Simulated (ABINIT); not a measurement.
# C in ABINIT: notebook

One slab, C, is run at these levels: LDA; tasks: relaxation of cell and atoms, single point.

Everything below comes from runs of ABINIT 10.8.3 (patched build). Logs are shortened: lines on timing, memory, paths and dates and some standing lists are left out, and cuts for length are marked. The log counts tension as positive stress, the text compression.

## Step 1: The slab as given

The cell holds a slab with vacuum, 4 atoms: a = 2.456 Å, b = 2.456 Å, c = 24.134 Å, α = 90.00°, β = 90.00°, γ = 120.00°.

## Step 2: Relaxation of cell and atoms, LDA

The input, run.abi:

```
# Pseudopotentials
pp_dirpath "./"
pseudos "C.upf"

# Structure
acell 2.456227506 2.456227506 24.1339601687 Angstrom
rprim
     1.0000000000     0.0000000000     0.0000000000
    -0.5000000000     0.8660254038     0.0000000000
     0.0000000000     0.0000000000     1.0000000000
ntypat 1
znucl 6
natom 4
typat 1 1 1 1
chkprim 0
chksymtnons 0
tolsym 1.0e-6
xred
            2/3            1/3   0.5704754400
            1/3            2/3   0.4295245600
            0.0            0.0   0.4295312300
            0.0            0.0   0.5704687700

# Plane-wave basis
ecut 1115.666836 eV
ecutsm 0.5

# k points
kptopt 1
ngkpt 9 9 2
nshiftk 1
shiftk 0.0 0.0 0.0

# Exchange and correlation
ixc 7

# Bands and occupations
nband 12
occopt 3
tsmear 0.05 eV

# SCF cycle
nstep 80
tolvrs 1.0e-12

# Output
iomode 3
prteig 0
prtebands 0
prtwf 0
prtden 0

# Relaxation
ionmov 2
optcell 2
ntime 50
tolmxf 2.0e-5
dilatmx 1.08
```

Potentials or basis: PseudoDojo NC SR LDA v0.4.1 standard.

The run is started by

```bash
> mpirun --bind-to none -np 4 abinit run.abi > log 2>&1
```

run.abo:

```text
.Version 10.8.3 of ABINIT
 Symmetries : space group P-3 m 1 (#164); Bravais hP (primitive hexag.)
================================================================================
 Values of the parameters that define the memory need of the present run
     intxc =       0    ionmov =       2      iscf =       7    lmnmax =       4
     lnmax =       4     mgfft =     288  mpssoang =       2    mqgrid =   14198
     natom =       4  nloc_mem =       1    nspden =       1   nspinor =       1
    nsppol =       1      nsym =      12    n1xccc =    2501    ntypat =       1
    occopt =       3   xclevel =       1
       mpw =       13518          nfft =      259200          nkpt =          24
================================================================================
================================================================================

--------------------------------------------------------------------------------
------------- Echo of variables that govern the present computation ------------
--------------------------------------------------------------------------------
 -outvars: echo values of preprocessed input variables --------
            acell      4.6415972893E+00  4.6415972893E+00  4.5606575052E+01 Bohr
              amu      1.20110000E+01
          chkprim           0
      chksymtnons           0
          dilatmx      1.08000000E+00
             ecut      4.10000000E+01 Hartree
           ecutsm      5.00000000E-01 Hartree
           ionmov           2
              ixc           7
         kptrlatt        9    0    0      0    9    0      0    0    2
          kptrlen      4.17743756E+01
            natom           4
            nband          12
            ngfft          30      30     288
             nkpt          24
            nstep          80
             nsym          12
            ntime          50
           ntypat           1
           occopt           3
          optcell           2
           prtden           0
        prtebands           0
           prteig           0
            prtwf           0
            rprim      1.0000000000E+00  0.0000000000E+00  0.0000000000E+00
                      -5.0000000000E-01  8.6602540380E-01  0.0000000000E+00
                       0.0000000000E+00  0.0000000000E+00  1.0000000000E+00
          spgroup         164
           tolmxf      2.00000000E-05
           tolsym      1.00000000E-06
           tolvrs      1.00000000E-12
           tsmear      1.83746611E-03 Hartree
            typat      1  1  1  1
           xangst      1.2281137530E+00  7.0905180590E-01  1.3767831546E+01
                      -1.6295028350E-16  1.4181036118E+00  1.0366128623E+01
                       0.0000000000E+00  0.0000000000E+00  1.0366289596E+01
                       0.0000000000E+00  0.0000000000E+00  1.3767670573E+01
            xcart      2.3207986446E+00  1.3399137222E+00  2.6017430970E+01
                      -3.0793140795E-16  2.6798274445E+00  1.9589144082E+01
[... 1083 lines left out ...]
    4     -0.00000000000000     0.00000000000000    13.42147519607696

 cartesian forces (hartree/bohr) at end:
    1     -0.00000000000000     0.00000000000000    -0.00000615785298
    2      0.00000000000000    -0.00000000000000     0.00000615785298
    3     -0.00000000000000    -0.00000000000000     0.00000483292997
    4     -0.00000000000000     0.00000000000000    -0.00000483292997
 frms,max,avg= 3.1957358E-06 6.1578530E-06   0.000E+00  0.000E+00  0.000E+00 h/b

 cartesian forces (eV/Angstrom) at end:
    1     -0.00000000000000     0.00000000000000    -0.00031664953159
    2      0.00000000000000    -0.00000000000000     0.00031664953159
    3     -0.00000000000000    -0.00000000000000     0.00024851925139
    4     -0.00000000000000     0.00000000000000    -0.00024851925139
 frms,max,avg= 1.6433134E-04 3.1664953E-04   0.000E+00  0.000E+00  0.000E+00 e/A
 length scales=  4.627897526585  4.627897526647 44.549490219379 bohr
              =  2.448977903802  2.448977903835 23.574574965448 angstroms
 Fermi (or HOMO) energy (hartree) =  -0.06798   Average Vxc (hartree)=  -0.12633
 Eigenvalues (hartree) for nkpt=  24  k points:
 kpt#   1, nband= 12, wtk=  0.00617, kpt=  0.0000  0.0000  0.0000 (reduced coord)
  -0.78644   -0.77934   -0.37419   -0.33215   -0.17792   -0.17792   -0.17749   -0.17749
   0.06106    0.07911    0.10403    0.12926
      occupation numbers for kpt#   1
   2.00000    2.00000    2.00000    2.00000    2.00000    2.00000    2.00000    2.00000
   0.00000    0.00000    0.00000    0.00000
 prteigrs : prtvol=0 or 1, do not print more k-points.

--- !EnergyTerms
iteration_state     : {dtset: 1, itime: 7, icycle: 1, }
comment             : Components of total free energy in Hartree
kinetic             :  1.70046990105791E+01
hartree             :  1.85628756502853E+02
xc                  : -8.57415527055004E+00
Ewald energy        :  1.66766766718755E+02
psp_core            :  3.37001020967197E-01
local_psp           : -3.83961449520266E+02
non_local_psp       : -1.32593349904910E+00
internal            : -2.41243150367109E+01
'-kT*entropy'       : -1.26342171126806E-04
total_energy        : -2.41244413788821E+01
total_energy_eV     : -6.56459492329286E+02
band_energy         : -6.45210255621144E+00
...

 rms coord change=  6.4822E-04   atom, delta coord (reduced):
     1        0.000000000000      0.000000000000     -0.001096021138
     2        0.000000000000      0.000000000000      0.001096021138
     3       -0.000000000000      0.000000000000      0.001148847340
     4       -0.000000000000      0.000000000000     -0.001148847340

 Cartesian components of stress tensor (hartree/bohr^3)
  sigma(1 1)= -6.65038304E-08  sigma(3 2)=  0.00000000E+00
  sigma(2 2)= -6.65038451E-08  sigma(3 1)=  0.00000000E+00
  sigma(3 3)=  6.96394827E-08  sigma(2 1)=  0.00000000E+00

-Cartesian components of stress tensor (GPa)         [Pressure=  6.2145E-04 GPa]
- sigma(1 1)= -1.95661024E-03  sigma(3 2)=  0.00000000E+00
- sigma(2 2)= -1.95661067E-03  sigma(3 1)=  0.00000000E+00
- sigma(3 3)=  2.04886432E-03  sigma(2 1)=  0.00000000E+00

== END DATASET(S) ==============================================================
================================================================================

 -outvars: echo values of variables after computation  --------
            acell      4.6278975266E+00  4.6278975266E+00  4.4549490219E+01 Bohr
           etotal     -2.4124441379E+01
            fcart     -5.8182905038E-28  7.3902214948E-28 -6.1578529786E-06
                       8.1456067053E-28 -6.0465448594E-28  6.1578529786E-06
                      -1.1636581008E-28 -6.0465448594E-28  4.8329299737E-06
                      -1.1636581008E-28  4.7028682240E-28 -4.8329299737E-06
            rprim      1.0000000000E+00  0.0000000000E+00  0.0000000000E+00
                      -4.9999999999E-01  8.6602540379E-01  0.0000000000E+00
                       0.0000000000E+00  0.0000000000E+00  1.0000000000E+00
           strten     -6.6503830400E-08 -6.6503845055E-08  6.9639482687E-08
                       0.0000000000E+00  0.0000000000E+00  0.0000000000E+00
           xangst      1.2244889519E+00  7.0695902601E-01  1.3422877794E+01
                      -3.1948406511E-16  1.4139180520E+00  1.0151697172E+01
                      -6.1732647227E-17  5.3462040748E-17  1.0153099769E+01
                      -6.1732647227E-17  5.3462040744E-17  1.3421475196E+01
             xred      6.6666666667E-01  3.3333333333E-01  5.6937941886E-01
                       3.3333333333E-01  6.6666666667E-01  4.3062058114E-01
                      -1.2603757495E-17  2.5207514995E-17  4.3068007734E-01
                      -1.2603757496E-17  2.5207514993E-17  5.6931992266E-01
 Calculation completed.
```

Wall time 12 min (4 MPI ranks of AMD EPYC 9R45 (Zen 5), shared host); peak memory 0.52 GiB.

Results:

* Free energy: -656.4595 eV
* Relaxed volume: 30.61 Å³/atom
* Relaxed cell: a = 2.449 Å, b = 2.449 Å, c = 23.575 Å, α = 90.00°, β = 90.00°, γ = 120.00°
* Space group after relaxing (to 0.05 Å): P-3m1 (No. 164)
* Energy gained by relaxing: 1.2 meV/atom
* Ionic steps: 7
* Band gap on the k mesh: none (metal or under the smearing width)

Step by step:
| step | energy change (eV) | largest force (eV/Å) | pressure (GPa) | volume (Å³) |
| --- | --- | --- | --- | --- |
| 1 | 0.0000 | 0.0337 | -0.73 | 126.09 |
| 2 | -0.0014 | 0.0278 | -0.49 | 125.81 |
| 3 | -0.0025 | 0.0176 | -0.03 | 125.27 |
| 4 | -0.0025 | 0.0176 | -0.03 | 125.25 |
| 5 | -0.0043 | 0.0119 | 0.06 | 121.09 |
| 6 | -0.0049 | 0.0029 | 0.00 | 122.75 |
| 7 | -0.0050 | 0.0003 | 0.00 | 122.45 |

Final structure:
```
C
1.0
     2.44898    0.00000    0.00000
    -1.22449    2.12088    0.00000
     0.00000    0.00000   23.57457
C
4
Direct
  0.66667 0.33333 0.56938
  0.33333 0.66667 0.43062
  0.00000 0.00000 0.43068
  0.00000 0.00000 0.56932
```

## Step 3: Single point, LDA (cell relaxed)

The input, run.abi:

```
pp_dirpath "./"
pseudos "C.upf"

acell 3*1.0
rprim
     4.6278975352     0.0000000000     0.0000000000
    -2.3139487581     4.0078768252     0.0000000000
     0.0000000000     0.0000000000    44.5494902167
ntypat 1
znucl 6
natom 4
typat 1 1 1 1
xred
     0.6666666700     0.3333333300     0.5693794200
     0.3333333300     0.6666666700     0.4306205800
     0.0000000000     0.0000000000     0.4306800800
     0.0000000000     0.0000000000     0.5693199200
chkprim 0
chksymtnons 0
tolsym 1.0e-6

ecut 1115.666836 eV

kptopt 1
ngkpt 9 9 2
nshiftk 1
shiftk 0.0 0.0 0.0

ixc 7

nband 12
occopt 3
tsmear 0.05 eV

nstep 100
tolvrs 1.0e-10

iomode 3
prtwf 0
prteig 0
prtebands 0
enunit 2
prtden 1
prtvha 1
prtvclmb 1
prtpot 1
prtelf 1
```

Potentials or basis: PseudoDojo NC SR LDA v0.4.1 standard.

The run is started by

```bash
> mpirun --bind-to none -np 4 abinit run.abi > log 2>&1
```

Run time: 80 s. Hardware: 4 MPI ranks of AMD EPYC 9R45 (Zen 5), shared host; peak memory 0.48 GiB.

It converged, with:

```yaml
Free_energy: -656.4598 eV
Band_gap_on_the_k_mesh: none (metal or under the smearing width)
All_electrons_inside_the_program's_atomic_spheres: C 4.79 (radii [1.0584] Å)
```

Levels at points of the mesh, in eV from the Fermi level:
| k point | band 4 | band 5 | band 6 | band 7 | band 8 | band 9 | band 10 | band 11 | band 12 |
| --- | --- | --- | --- | --- | --- | --- | --- | --- | --- |
| (0.00, 0.00, 0.00) | -7.19 | -2.99 | -2.99 | -2.98 | -2.98 | 3.51 | 4.00 | 4.68 | 5.37 |
| (0.00, 0.00, 0.50) | -7.19 | -2.99 | -2.99 | -2.98 | -2.98 | 3.51 | 3.99 | 4.76 | 5.14 |
